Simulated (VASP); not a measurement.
# GaN (Cmc2_1) in VASP: notebook

The runs below take GaN through relaxation of cell and atoms, with PBEsol.

Program: VASP 6.6.1. These are calculated values, not measurements. Logs are shortened: lines on timing, memory, paths and dates and some standing lists are left out, and cuts for length are marked.

## Step 1: The crystal as given

The structure is orthorhombic, space group Cmc2_1 (No. 36). Conventional cell: a = 3.113 Å, b = 5.714 Å, c = 4.982 Å, α = 90.00°, β = 90.00°, γ = 90.00°. Ga (site symmetry m) has 4 N at 1.88 to 2.00 Å as nearest neighbours. Around N (site symmetry m) lie 4 Ga at 1.88 to 2.00 Å.

## Step 2: Relaxation of cell and atoms, PBEsol

File INCAR:

```
PREC     = Accurate       # precision mode
ENCUT    = 600            # plane-wave cutoff, eV
EDIFF    = 1E-6           # SCF threshold, eV
ISMEAR   = 0              # smearing method
SIGMA    = 0.03           # smearing width, eV
LREAL    = F              # projectors in reciprocal space
LASPH    = T              # aspherical terms in the spheres
NELM     = 80             # most SCF steps
ALGO     = Normal         # electronic algorithm
ISIF     = 3              # what is computed and relaxed
LWAVE    = F              # write WAVECAR
LCHARG   = F              # write CHGCAR
GGA      = PS             # functional
IBRION   = 2              # ionic algorithm
NSW      = 90             # ionic steps
EDIFFG   = -0.01          # ionic threshold
LATTICE_CONSTRAINTS= .FALSE. .FALSE. .TRUE.
KPAR     = 2
```

File KPOINTS:

```
regular mesh
0
Gamma
  12 8 12
```

File POSCAR:

```
GaN
1.0
    3.1131016400      0.0000000000      0.0000000000
    0.0000000000      4.9818130000      0.0000000000
    1.5565507900      0.0000000000      2.8567713700
Ga N
2 2
Direct
    0.3333330000      0.0007600000      0.3333330000
    0.6666670000      0.5007600000      0.6666670000
    0.3333330000      0.6242400000      0.3333330000
    0.6666670000      0.1242400000      0.6666670000
```

Potentials or basis: VASP PAW PBE potentials, release 64 (Ga_d, N).

The run is started by

```console
$ cat potpaw_PBE.64/Ga_d/POTCAR potpaw_PBE.64/N/POTCAR > POTCAR
$ mpirun -np 2 vasp_std > vasp.out
```

OUTCAR:

```text
PREC = Accurate
   ENCUT = 600
   EDIFF = 1E-6
   ISMEAR = 0
   LREAL = F
   LASPH = T
   NELM = 80
   ISIF = 3
   GGA = PS
   IBRION = 2
   NSW = 90
   EDIFFG = -0.01

 ion  position               nearest neighbor table
   1  0.333  0.001  0.333-   3 1.88   4 1.93   4 1.93   4 2.00
   2  0.667  0.501  0.667-   4 1.88   3 1.93   3 1.93   3 2.00
   3  0.333  0.624  0.333-   1 1.88   2 1.93   2 1.93   2 2.00
   4  0.667  0.124  0.667-   2 1.88   1 1.93   1 1.93   1 2.00

  LATTYP: Found a base centered orthorhombic cell.
 ALAT       =     3.1131016400
 B/A-ratio  =     1.8353216183
 C/A-ratio  =     1.6002731604

  Lattice vectors:

 A1 = (  -1.5565507900,   0.0000000000,  -2.8567713700)
 A2 = (  -1.5565508500,   0.0000000000,   2.8567713700)
 A3 = (   0.0000000000,   4.9818130000,   0.0000000000)

Analysis of symmetry for initial positions (statically):
=====================================================================
 Subroutine PRICEL returns:
 Original cell was already a primitive cell.

 Routine SETGRP: Setting up the symmetry group for a
 base centered orthorhombic supercell.

 Subroutine GETGRP returns: Found  4 space group operations
 (whereof  2 operations were pure point group operations)
 out of a pool of  8 trial point group operations.

The static configuration has the point symmetry C_1h.
 The point group associated with its full space group is C_2v.

Analysis of symmetry for dynamics (positions and initial velocities):
=====================================================================
 Subroutine PRICEL returns:
 Original cell was already a primitive cell.

 Routine SETGRP: Setting up the symmetry group for a
 base centered orthorhombic supercell.

 Subroutine GETGRP returns: Found  4 space group operations
 (whereof  2 operations were pure point group operations)
 out of a pool of  8 trial point group operations.

The dynamic configuration has the point symmetry C_1h.
 The point group associated with its full space group is C_2v.

 Subroutine INISYM returns: Found  4 space group operations
 (whereof  2 operations are pure point group operations),
 and found     1 'primitive' translations

----------------------------------------------------------------------------------------

                                     Primitive cell

  volume of cell :      44.3054

  direct lattice vectors                    reciprocal lattice vectors
     3.113101640  0.000000000  0.000000000     0.321223049  0.000000000 -0.175022753
     0.000000000  4.981813000  0.000000000     0.000000000  0.200730136  0.000000000
     1.556550790  0.000000000  2.856771370     0.000000000  0.000000000  0.350045513

  length of vectors
     3.113101640  4.981813000  3.253304938     0.365810349  0.200730136  0.350045513

  position of ions in fractional coordinates (direct lattice)
     0.333333000  0.000760000  0.333333000
     0.666667000  0.500760000  0.666667000
     0.333333000  0.624240000  0.333333000
     0.666667000  0.124240000  0.666667000

  ion indices of the primitive-cell ions
   primitive index   ion index
                 1           1
                 2           2
                 3           3
                 4           4

----------------------------------------------------------------------------------------

 KPOINTS: regular mesh

Automatic generation of k-mesh.
 Grid dimensions read from file:
 generate k-points for:   12    8   12

 Generating k-lattice:

  Cartesian coordinates                     Fractional coordinates (reciprocal lattice)
     0.026768587  0.000000000 -0.014585229     0.083333333  0.000000000  0.000000000
     0.000000000  0.025091267  0.000000000     0.000000000  0.125000000  0.000000000
     0.000000000  0.000000000  0.029170459     0.000000000  0.000000000  0.083333333

  Length of vectors
     0.030484196  0.025091267  0.029170459

  Shift w.r.t. Gamma in fractional coordinates (k-lattice)
     0.000000000  0.000000000  0.000000000

 Subroutine IBZKPT returns following result:
 ===========================================

 Found    215 irreducible k-points:

 Following reciprocal coordinates:
            Coordinates               Weight
  0.000000  0.000000  0.000000      1.000000
  0.083333  0.000000  0.000000      4.000000
  0.166667  0.000000  0.000000      4.000000
  0.250000  0.000000  0.000000      4.000000
  0.333333  0.000000  0.000000      4.000000
  0.416667  0.000000 -0.000000      4.000000
[... 16 lines left out ...]
  0.083333  0.375000  0.000000      8.000000
  0.166667  0.375000  0.000000      8.000000
 [... further k-points ...]
   k-points           NKPTS =    215   k-points in BZ     NKDIM =    215   number of bands    NBANDS=     22
   number of dos      NEDOS =    301   number of ions     NIONS =      4
   total plane-waves  NPLWV =  31360
   dimension x,y,z NGX =    28 NGY =   40 NGZ =   28
   dimension x,y,z NGXF=    56 NGYF=   80 NGZF=   56
   ions per type =               2   2
   NGX,Y,Z   is equivalent  to a cutoff of  14.95, 13.35, 14.31 a.u.
   NGXF,Y,Z  is equivalent  to a cutoff of  29.91, 26.70, 28.62 a.u.
 SYSTEM =  unknown system
   PREC   = accura    normal or accurate (medium, high low for compatibility)
   ISTART =      0    job   : 0-new  1-cont  2-samecut
   ICHARG =      2    charge: 1-file 2-atom 10-const
   ISPIN  =      1    spin polarized calculation?
   LNONCOLLINEAR =      F non collinear calculations
   LSORBIT =      F    spin-orbit coupling
   LASPH  =      T    aspherical Exc in radial PAW
   ENCUT  =  600.0 eV  44.10 Ry    6.64 a.u.   6.22  9.95  6.50*2*pi/ulx,y,z
   NELM   =     80;   NELMIN=  2; NELMDL= -5     # of ELM steps
   EDIFF  = 0.1E-05   stopping-criterion for ELM
   LREAL  =      F    real-space projection
   EDIFFG = -.1E-01   stopping-criterion for IOM
   NSW    =     90    number of steps for IOM
   IBRION =      2    ionic relax: 0-MD 1-quasi-New 2-CG
   NFREE  =      1    steps in history (QN), initial steepest desc. (CG)
   ISIF   =      3    stress and relaxation
   ISYM   =      2    0-nonsym 1-usesym 2-fastsym
   POTIM  = 0.5000    time-step for ionic-motion
   TEBEG  =    0.0;   TEEND  =   0.0 temperature during run
   PSTRESS=    0.0 pullay stress
   NELECT =      36.0000    total number of electrons
   NUPDOWN=      -1.0000    fix difference up-down
   EMIN   =  10.00;   EMAX   =-10.00  energy-range for DOS
   EFERMI =   0.00;   METHOD = LEGACY
   ISMEAR =     0;   SIGMA  =   0.03  broadening in eV -4-tet -1-fermi 0-gaus
   EFERMI_NEDOS =   21; number of points for ismear=-14 and -15
   IALGO  =     38    algorithm
   IMIX   =      4    mixing-type and parameters
     AMIX     =   0.40;   BMIX     =  1.00
     AMIX_MAG =   1.60;   BMIX_MAG =  1.00
  volume/ion in A,a.u.               =      11.08        74.75
  Fermi-wavevector in a.u.,A,eV,Ry     =   1.527649  2.886838 31.752074  2.333712
  Thomas-Fermi vector in A             =   2.635516
   LORBIT       =      0    0 simple, 1 ext, 2 COOP (PROOUT), +10 PAW based schemes
   GGA     = PS    functional components
   LHFCALC =     F    Hartree Fock is set to
   AEXX    =    0.0000 exact exchange contribution
   IVDW    =     0    specifies the selected vdW correction
   LEPSILON=     F    determine dielectric tensor
   LRPA    =     F    only Hartree local field effects (RPA)
 conjugate gradient relaxation of ions
 non-spin polarized calculation
 Gauss-broadening in eV      SIGMA  =   0.03
  energy-cutoff  :      600.00
  volume of cell :       44.31
 maximum number of plane-waves:      1504
 NGX is ok and might be reduce to    28
   NGX = 13   NGY = 19   NGZ = 13

--------------------------------------- Ionic step        1  -------------------------------------------

 number of electron      35.9999995 magnetization

 Free energy of the ion-electron system (eV)
  ---------------------------------------------------
  ext. energy  EPLUGINS =         0.00000000
  ---------------------------------------------------
  free energy    TOTEN  =       -26.09653447 eV

  energy without entropy =      -26.09653447  energy(sigma->0) =      -26.09653447

------------------------ aborting loop because EDIFF is reached ----------------------------------------

  FORCE on cell =-STRESS in cart. coord.  units (eV):
  Direction    XX          YY          ZZ          XY          YZ          ZX
  --------------------------------------------------------------------------------------
  -------------------------------------------------------------------------------------
  Total        2.2212760      5.2500974     -2.6467782      0.0000000      0.0000000      0.0000000
  in kB       80.3261401    189.8548687    -95.7132200      0.0000000      0.0000000      0.0000010
  external PRESSURE =      58.1559296 kB  Pullay stress =       0.0000000 kB
[... 95 lines left out ...]
  FREE ENERGIE OF THE ION-ELECTRON SYSTEM (eV)
  ---------------------------------------------------
  free  energy   TOTEN  =       -26.1578160843 eV

  energy  without entropy=      -26.1578160843  energy(sigma->0) =      -26.15781608

[... ionic steps 4 to 12 ...]

--------------------------------------- Ionic step       13  -------------------------------------------

 number of electron      36.0000005 magnetization

------------------------ aborting loop because EDIFF is reached ----------------------------------------

  FORCE on cell =-STRESS in cart. coord.  units (eV):
  Direction    XX          YY          ZZ          XY          YZ          ZX
  --------------------------------------------------------------------------------------
  -------------------------------------------------------------------------------------
  Total        2.5625419      4.2648181     -0.0002270      0.0000000      0.0000000      0.0000000
  in kB       94.2085814    156.7905921     -0.0083450      0.0000000      0.0000000      0.0000000
  external PRESSURE =      83.6636095 kB  Pullay stress =       0.0000000 kB
[... 61 lines left out ...]
  energy  without entropy=      -26.1587239285  energy(sigma->0) =      -26.15872393

--------------------------------------- Ionic step       15  -------------------------------------------

 number of electron      36.0000005 magnetization

 Free energy of the ion-electron system (eV)
  ---------------------------------------------------
  ext. energy  EPLUGINS =         0.00000000
  ---------------------------------------------------
  free energy    TOTEN  =       -26.15875393 eV

  energy without entropy =      -26.15875393  energy(sigma->0) =      -26.15875393

 E-fermi :   6.0142     XC(G=0): -12.1624

 val. band max:        5.8239610148   @ k =   0.0000   0.0000   0.0000
 cond. band min:       7.9272098765   @ k =   0.0000   0.0000   0.0000
 fundamental gap:      2.1032488616
 Fermi energy:         6.0141692409

 k-point     1 :       0.0000    0.0000    0.0000
  band No.  band energies     occupation
      1     -10.6782      2.00000
      2      -9.5460      2.00000
      3      -7.7326      2.00000
      4      -7.7160      2.00000
      5      -7.6965      2.00000
      6      -7.6518      2.00000
[... 574 lines left out ...]
      6      -7.6253      2.00000
[... 14 lines left out ...]
     21      13.4108      0.00000
     22      13.8924      0.00000

 [... further k-points ...]

------------------------ aborting loop because EDIFF is reached ----------------------------------------

  FORCE on cell =-STRESS in cart. coord.  units (eV):
  Direction    XX          YY          ZZ          XY          YZ          ZX
  --------------------------------------------------------------------------------------
  -------------------------------------------------------------------------------------
  Total        2.5510604      4.2454609      0.0351666      0.0000000      0.0000000     -0.0000000
  in kB       93.8276876    156.1475271      1.2934228      0.0000000      0.0000000     -0.0000000
  external PRESSURE =      83.7562125 kB  Pullay stress =       0.0000000 kB
[... 19 lines left out ...]
  FREE ENERGIE OF THE ION-ELECTRON SYSTEM (eV)
  ---------------------------------------------------
  free  energy   TOTEN  =       -26.1587539312 eV

  energy  without entropy=      -26.1587539312  energy(sigma->0) =      -26.15875393

 reached required accuracy - stopping structural energy minimisation
```

Wall time 7.2 min (2 MPI ranks of Intel Xeon Platinum 8559C (Emerald Rapids), shared host); peak memory 0.34 GiB.

Results:

| Quantity | Value |
| --- | --- |
| Free energy | -26.1588 eV |
| Relaxed volume | 10.89 Å³/atom |
| Relaxed cell | a = 3.113 Å, b = 4.982 Å, c = 3.211 Å, α = 90.00°, β = 61.01°, γ = 90.00° |
| Space group after relaxing (to 0.05 Å) | Cmc2_1 (No. 36) |
| Energy gained by relaxing | 15.6 meV/atom |
| Ionic steps | 15 |
| Pressure after relaxing | 8.4 GPa |
| Largest force after relaxing | 0.006 eV/Å |
| Band gap on the k mesh | 2.10 eV, direct |

Forces on the atoms (eV/Å):
```
Ga   0.000 -0.004  0.004
Ga   0.000 -0.004 -0.004
N    0.000  0.004 -0.005
N    0.000  0.004  0.005
```

Stress tensor (GPa, compression positive):
```
 9.38  0.00  0.00
 0.00 15.61  0.00
 0.00  0.00  0.13
```

Step by step:
```csv
step,energy change (eV),largest force (eV/Å),pressure (GPa),volume (Å³)
1,0.0000,0.7881,5.82,44.31
2,-0.0309,0.5089,11.88,42.89
3,-0.0613,0.0834,9.15,43.46
4,-0.0613,0.0714,9.19,43.44
5,-0.0620,0.0231,8.38,43.54
6,-0.0620,0.0293,8.35,43.55
7,-0.0620,0.0326,8.40,43.56
8,-0.0620,0.0368,8.29,43.57
9,-0.0620,0.0322,8.42,43.56
10,-0.0620,0.0364,8.30,43.56
11,-0.0621,0.0205,8.22,43.59
12,-0.0621,0.0202,8.21,43.59
13,-0.0622,0.0142,8.37,43.58
14,-0.0622,0.0120,8.37,43.57
15,-0.0622,0.0064,8.38,43.56
```

Final structure:
```xyz
4
Lattice="3.1131 0.0000 0.0000 0.0000 4.9818 0.0000 1.5566 0.0000 2.8088" Properties=species:S:1:pos:R:3 pbc="T T T"
Ga    1.5565    0.0232    0.9275
Ga    3.1131    2.5141    1.8813
N     1.5565    3.0904    0.9146
N     3.1131    0.5995    1.8942
```

Caveat: the PAW data sets were made with another functional, which shifts forces and pressure a little. Expect the measured gap to be larger: semilocal functionals such as PBEsol lack the derivative discontinuity.

## Step 3: Relaxation of cell and atoms, PBEsol

This run uses another cell than the first one, of 10.89 Å³/atom, 0.983 times its volume.

Edit INCAR of step 2 so:

```diff
@@ -2,3 +2,3 @@
 ENCUT    = 600            # plane-wave cutoff, eV
-EDIFF    = 1E-6           # SCF threshold, eV
+EDIFF    = 1E-7           # SCF threshold, eV
 ISMEAR   = 0              # smearing method
@@ -15,3 +15,3 @@
 NSW      = 90             # ionic steps
-EDIFFG   = -0.01          # ionic threshold
+EDIFFG   = -0.005         # ionic threshold
 LATTICE_CONSTRAINTS= .FALSE. .FALSE. .TRUE.
```

KPOINTS is that of step 2.

File POSCAR:

```
GaN                                     
1.0
    3.1131016400      0.0000000000      0.0000000000
    0.0000000000      4.9818130000      0.0000000000
    1.5565507900      0.0000000000      2.8087920975
  Ga              N             
     2     2
Direct
     0.3348930784047430    0.0046631943223664    0.3302128431921298
     0.6651069215952570    0.5046631943223663    0.6697871568078705
     0.3371880908953874    0.6203368056776337    0.3256228182112041
     0.6628119091046125    0.1203368056776336    0.6743771817887958
```

Potentials or basis: VASP PAW PBE potentials, release 64 (Ga_d, N).

The run is started by

```console
$ cat potpaw_PBE.64/Ga_d/POTCAR potpaw_PBE.64/N/POTCAR > POTCAR
$ mpirun -np 2 vasp_std > vasp.out
```

It took 3.6 min on 2 MPI ranks of Intel Xeon Platinum 8559C (Emerald Rapids), shared host; peak memory 0.34 GiB.

The run converged. Its results:

```yaml
Free_energy: -26.1575 eV
Relaxed_volume: 10.90 Å³/atom
Relaxed_cell: a = 3.113 Å, b = 4.982 Å, c = 3.212 Å, α = 90.00°, β = 61.02°, γ = 90.00°
Space_group_after_relaxing_to_0.05_Å: Cmc2_1 (No. 36)
Energy_gained_by_relaxing: 0.0 meV/atom
Ionic_steps: 7
Pressure_after_relaxing: 8.3 GPa
Largest_force_after_relaxing: 0.004 eV/Å
Band_gap_on_the_k_mesh: 2.10 eV, direct
```

Forces on the atoms (eV/Å):
```
Ga   0.000  0.001  0.004
Ga   0.000  0.001 -0.004
N    0.000 -0.001 -0.003
N    0.000 -0.001  0.003
```

Stress tensor (GPa, compression positive):
```
 9.27  0.00  0.00
 0.00 15.57  0.00
 0.00  0.00 -0.05
```

Final structure:
```yaml
crystal:
  lattice:
    - [3.11310, 0.00000, 0.00000]
    - [0.00000, 4.98181, 0.00000]
    - [1.55655, 0.00000, 2.81009]
  atoms:
    - { symbol: Ga, position: [0.33485, 0.00465, 0.33030] }
    - { symbol: Ga, position: [0.66515, 0.50465, 0.66970] }
    - { symbol: N, position: [0.33731, 0.62035, 0.32539] }
    - { symbol: N, position: [0.66269, 0.12035, 0.67461] }
```

Levels at points of the mesh, in eV from the valence-band top:
| k point | band 16 | band 17 | band 18 | band 19 | band 20 | band 21 |
| --- | --- | --- | --- | --- | --- | --- |
| (0.00, 0.00, 0.00) | -0.31 | -0.05 | 0.00 | 2.10 | 3.89 | 9.35 |
| (0.50, 0.00, 0.00) | -3.38 | -2.34 | -1.32 | 4.41 | 5.49 | 6.21 |
| (0.00, 0.50, 0.00) | -0.97 | -0.62 | -0.62 | 4.22 | 4.22 | 8.61 |
| (0.50, 0.50, 0.00) | -2.44 | -1.89 | -1.89 | 4.33 | 4.33 | 7.82 |
| (0.00, 0.00, 0.50) | -2.90 | -2.51 | -0.97 | 5.19 | 6.07 | 6.33 |
| (0.00, 0.50, 0.50) | -2.01 | -1.91 | -1.91 | 4.57 | 4.57 | 8.08 |

Caveat: the PAW data sets were made with another functional, which shifts forces and pressure a little.
